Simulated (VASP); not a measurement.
# Be (P6_3/mmc) in VASP: a series of runs

One crystal, Be, is run at these levels: LDA; tasks: single point.

Everything below comes from runs of VASP 6.6.1. Logs are shortened: lines on timing, memory, paths and dates and some standing lists are left out, and cuts for length are marked.

### 1 The structure

Symmetry: P6_3/mmc, No. 194, hexagonal system. The conventional cell has a = 2.285 Å, b = 2.285 Å, c = 3.584 Å, α = 90.00°, β = 90.00°, γ = 120.00°. Around Be (site symmetry -6m2) lie 12 Be at 2.23 to 2.29 Å.

### 2 Single point, LDA

INCAR

```
  ADDGRID = F
  ALGO = Normal
  EDIFF = 1E-6
  ENCUT = 280
  GGA = CA
  ISIF = 2
  ISMEAR = 1
  LASPH = T
  LCHARG = F
  LREAL = F
  LWAVE = F
  NELM = 100
  PREC = Accurate
  SIGMA = 0.2
```

KPOINTS

```
k-points
0
Gamma
  11 11 7
```

POSCAR

```
Be
1.0
    2.2853000000      0.0000000000      0.0000000000
   -1.1426500000      1.9791278553      0.0000000000
    0.0000000000      0.0000000000      3.5842000000
Be
2
Direct
    0.6556040000      0.3139550000      0.7387090000
    0.3030700000      0.6820070000      0.2728280000
```

Potentials or basis: VASP PAW LDA potentials, release 64 (Be).

Launch:

```console
> cat potpaw_LDA.64/Be/POTCAR > POTCAR
> mpirun -np 1 vasp_std > vasp.out
```

OUTCAR:

```text
EDIFF = 1E-6
   ENCUT = 280
   GGA = CA
   ISIF = 2
   ISMEAR = 1
   LASPH = T
   LREAL = F
   NELM = 100
   PREC = Accurate

 Found    424 irreducible k-points:

 Following reciprocal coordinates:
            Coordinates               Weight
  0.000000  0.000000  0.000000      1.000000
  0.090909  0.000000  0.000000      2.000000
  0.000000  0.090909  0.000000      2.000000
 -0.090909  0.090909  0.000000      2.000000
  0.181818  0.000000  0.000000      2.000000
  0.000000  0.181818  0.000000      2.000000
   k-points           NKPTS =    424   k-points in BZ     NKDIM =    424   number of bands    NBANDS=      6
   number of dos      NEDOS =    301   number of ions     NIONS =      2
   total plane-waves  NPLWV =   2880
   dimension x,y,z NGX =    12 NGY =   12 NGZ =   20
   dimension x,y,z NGXF=    24 NGYF=   24 NGZF=   40
   ions per type =               2
   NGX,Y,Z   is equivalent  to a cutoff of   8.73,  8.73,  9.28 a.u.
   NGXF,Y,Z  is equivalent  to a cutoff of  17.46, 17.46, 18.55 a.u.
 SYSTEM =  unknown system
   PREC   = accura    normal or accurate (medium, high low for compatibility)
   ISTART =      0    job   : 0-new  1-cont  2-samecut
   ICHARG =      2    charge: 1-file 2-atom 10-const
   ISPIN  =      1    spin polarized calculation?
   LNONCOLLINEAR =      F non collinear calculations
   LSORBIT =      F    spin-orbit coupling
   LASPH  =      T    aspherical Exc in radial PAW
   ENCUT  =  280.0 eV  20.58 Ry    4.54 a.u.   3.12  3.12  4.89*2*pi/ulx,y,z
   NELM   =    100;   NELMIN=  2; NELMDL= -5     # of ELM steps
   EDIFF  = 0.1E-05   stopping-criterion for ELM
[... 30 lines left out ...]
 non-spin polarized calculation
 Methfessel and Paxton  Order N= 1 SIGMA  =   0.20
  energy-cutoff  :      280.00
  volume of cell :       16.21
 maximum number of plane-waves:       181
   NGX =  7   NGY =  7   NGZ =  9

 number of electron       4.0000000 magnetization

 Free energy of the ion-electron system (eV)
  ---------------------------------------------------
  ext. energy  EPLUGINS =         0.00000000
  ---------------------------------------------------
  free energy    TOTEN  =        -8.30355298 eV

  energy without entropy =       -8.30252005  energy(sigma->0) =       -8.30320867

 E-fermi :   6.8160     XC(G=0): -10.5320

 val. band max:        6.8030062895   @ k =  -0.2727  -0.3636   0.2857
 cond. band min:       6.8433930055   @ k =  -0.2727  -0.4545   0.0000
 fundamental gap:      0.0403867160
 Fermi energy:         6.8160166479

 k-point     1 :       0.0000    0.0000    0.0000
  band No.  band energies     occupation
      1      -4.5072      2.00000
      2       2.2983      2.00000
      3       7.6966     -0.00000
      4      21.5274      0.00000
      5      22.2749      0.00000
      6      24.1667      0.00000

 k-point     2 :       0.0909    0.0000    0.0000
  band No.  band energies     occupation
      1      -4.2772      2.00000
      2       2.6026      2.00000
      3       7.7567     -0.00000
      4      20.0827      0.00000
      5      20.8759      0.00000
      6      24.3378      0.00000

 k-point     3 :       0.0000    0.0909    0.0000
  band No.  band energies     occupation
      1      -4.2773      2.00000
      2       2.6030      2.00000
      3       7.7544     -0.00000
      4      20.0810      0.00000
      5      20.8791      0.00000
      6      24.4502      0.00000

 k-point     4 :      -0.0909    0.0909    0.0000
  band No.  band energies     occupation
      1      -4.2767      2.00000
      2       2.6003      2.00000
      3       7.7695     -0.00000
      4      20.2676      0.00000
      5      20.5200      0.00000
      6      24.4511      0.00000

 k-point     5 :       0.1818    0.0000    0.0000
  band No.  band energies     occupation
      1      -3.5860      2.00000
      2       3.5129      2.00000
      3       7.8749     -0.00000
      4      16.8661      0.00000
      5      18.9356      0.00000
      6      23.9317      0.00000

 k-point     6 :       0.0000    0.1818    0.0000
  band No.  band energies     occupation
      1      -3.5862      2.00000
      2       3.5149      2.00000
      3       7.8629     -0.00000
      4      16.8992      0.00000
      5      18.9353      0.00000
      6      23.9927      0.00000

 [... further k-points ...]
[... 5 lines left out ...]
  --------------------------------------------------------------------------------------
  -------------------------------------------------------------------------------------
  Total       -0.9745550     -0.6054348     -0.3837681      0.2316709      0.1186536     -0.1315522
  in kB      -96.3180434    -59.8368366    -37.9288883     22.8966911     11.7268699    -13.0016729
  external PRESSURE =     -64.6945894 kB  Pullay stress =       0.0000000 kB

 VOLUME and BASIS-vectors are now :
 -----------------------------------------------------------------------------
  energy-cutoff  :      280.00
  volume of cell :       16.21
      direct lattice vectors                 reciprocal lattice vectors
     2.285300000  0.000000000  0.000000000     0.437579311  0.252636533  0.000000000
    -1.142650000  1.979127855  0.000000000     0.000000000  0.505273066  0.000000000
     0.000000000  0.000000000  3.584200000     0.000000000  0.000000000  0.279002288

 POSITION                                       TOTAL-FORCE (eV/Angst)
 -----------------------------------------------------------------------------------
      1.13951      0.62136      2.64768        -0.247391      0.232345      0.894156
     -0.08669      1.34978      0.97787         0.247391     -0.232345     -0.894156
 -----------------------------------------------------------------------------------
    total drift:                               -0.000000     -0.000000     -0.000000

  FREE ENERGIE OF THE ION-ELECTRON SYSTEM (eV)
  ---------------------------------------------------
  free  energy   TOTEN  =        -8.3035529831 eV

  energy  without entropy=       -8.3025200489  energy(sigma->0) =       -8.30320867
```

Run time: 4.4 s. Hardware: 1 thread of AMD EPYC 9R45 (Zen 5), shared host; peak memory 0.08 GiB.

The run converged, but some of its settings lie outside the range that counts as converged, so its numbers aren't taken as properties of the crystal.

What came out:

```
Free energy            : -8.3036 eV
Largest force          : 0.956 eV/Å
Band gap on the k mesh : none (metal or under the smearing width)
```

Caveat: the cutoff is under 1.25 times the usual one of these potentials, so pressure, stress and relaxed cells hold a basis-set (Pulay) error.

### 3 Single point, LDA

INCAR, as its differences from that of step 2:

```diff
@@ -3,3 +3,3 @@
   EDIFF = 1E-6
-  ENCUT = 280
+  ENCUT = 400
   GGA = CA
```

KPOINTS is that of step 2.

POSCAR

```
Be
1.0
    2.2853000000      0.0000000000      0.0000000000
   -1.1426500000      1.9791278553      0.0000000000
    0.0000000000      0.0000000000      3.5842000000
Be
2
Direct
    0.6666666667      0.3333333333      0.7500000000
    0.3333333333      0.6666666667      0.2500000000
```

Potentials or basis: VASP PAW LDA potentials, release 64 (Be).

Launch:

```console
> cat potpaw_LDA.64/Be/POTCAR > POTCAR
> mpirun -np 1 vasp_std > vasp.out
```

OUTCAR:

```text
EDIFF = 1E-6
   ENCUT = 400
   GGA = CA
   ISIF = 2
   ISMEAR = 1
   LASPH = T
   LREAL = F
   NELM = 100
   PREC = Accurate

 Found     64 irreducible k-points:

 Following reciprocal coordinates:
            Coordinates               Weight
  0.000000  0.000000  0.000000      1.000000
  0.090909  0.000000  0.000000      6.000000
  0.181818  0.000000  0.000000      6.000000
  0.272727  0.000000  0.000000      6.000000
  0.363636  0.000000  0.000000      6.000000
  0.454545  0.000000  0.000000      6.000000
   k-points           NKPTS =     64   k-points in BZ     NKDIM =     64   number of bands    NBANDS=      6
   number of dos      NEDOS =    301   number of ions     NIONS =      2
   total plane-waves  NPLWV =   6144
   dimension x,y,z NGX =    16 NGY =   16 NGZ =   24
   dimension x,y,z NGXF=    32 NGYF=   32 NGZF=   48
   ions per type =               2
   NGX,Y,Z   is equivalent  to a cutoff of  11.64, 11.64, 11.13 a.u.
   NGXF,Y,Z  is equivalent  to a cutoff of  23.28, 23.28, 22.26 a.u.
 SYSTEM =  unknown system
   PREC   = accura    normal or accurate (medium, high low for compatibility)
   ISTART =      0    job   : 0-new  1-cont  2-samecut
   ICHARG =      2    charge: 1-file 2-atom 10-const
   ISPIN  =      1    spin polarized calculation?
[... 51 lines left out ...]
  free energy    TOTEN  =        -8.37715732 eV

  energy without entropy =       -8.37586677  energy(sigma->0) =       -8.37672714

 E-fermi :   6.8786     XC(G=0): -10.5395

 val. band max:        6.7878572956   @ k =   0.3636   0.2727   0.2857
 cond. band min:       6.9080607882   @ k =   0.3636   0.2727   0.1429
 fundamental gap:      0.1202034926
 Fermi energy:         6.8785771407

 k-point     1 :       0.0000    0.0000    0.0000
  band No.  band energies     occupation
      1      -4.4948      2.00000
      2       2.2616      2.00000
      3       7.7814     -0.00000
      4      21.9217      0.00000
      5      21.9217      0.00000
      6      24.7243      0.00000
[... 37 lines left out ...]
 k-point     6 :       0.4545    0.0000    0.0000
  band No.  band energies     occupation
      1       1.0915      2.00000
      2       4.1497      2.00000
      3       9.4258     -0.00000
      4      13.0464      0.00000
      5      13.8080      0.00000
      6      15.6760      0.00000

 [... further k-points ...]
[... 5 lines left out ...]
  --------------------------------------------------------------------------------------
  -------------------------------------------------------------------------------------
  Total       -0.8462721     -0.8462721     -0.7165487      0.0000000      0.0000000      0.0000000
  in kB      -83.6394723    -83.6394723    -70.8185438      0.0000000      0.0000000      0.0000000
  external PRESSURE =     -79.3658295 kB  Pullay stress =       0.0000000 kB

 VOLUME and BASIS-vectors are now :
 -----------------------------------------------------------------------------
  energy-cutoff  :      400.00
  volume of cell :       16.21
      direct lattice vectors                 reciprocal lattice vectors
     2.285300000  0.000000000  0.000000000     0.437579311  0.252636533  0.000000000
    -1.142650000  1.979127855  0.000000000     0.000000000  0.505273066  0.000000000
     0.000000000  0.000000000  3.584200000     0.000000000  0.000000000  0.279002288

 POSITION                                       TOTAL-FORCE (eV/Angst)
 -----------------------------------------------------------------------------------
      1.14265      0.65971      2.68815         0.000000      0.000000      0.000000
     -0.00000      1.31942      0.89605        -0.000000     -0.000000      0.000000
 -----------------------------------------------------------------------------------
    total drift:                                0.000000     -0.000000      0.000000

  FREE ENERGIE OF THE ION-ELECTRON SYSTEM (eV)
  ---------------------------------------------------
  free  energy   TOTEN  =        -8.3771573228 eV

  energy  without entropy=       -8.3758667733  energy(sigma->0) =       -8.37672714
```

Run time: 1.3 s. Hardware: 1 thread of AMD EPYC 9R45 (Zen 5), shared host; peak memory 0.08 GiB.

These settings aren't checked as converged: the numbers below hold their error.

Results:

- Free energy: -8.3772 eV
- Pressure: -7.9 GPa
- Band gap on the k mesh: none (metal or under the smearing width)

### 4 For comparison

An earlier run on the cell as given: functional PBE; potentials or basis VASP PAW PBE potentials, release 64 (Be); cutoff 520 eV; k mesh 13 × 13 × 8; occupations fermi-dirac, width 0.05 eV; no spin polarisation.

- Pressure: -2.7 GPa
- Band gap on the k mesh: none (metal or under the smearing width)
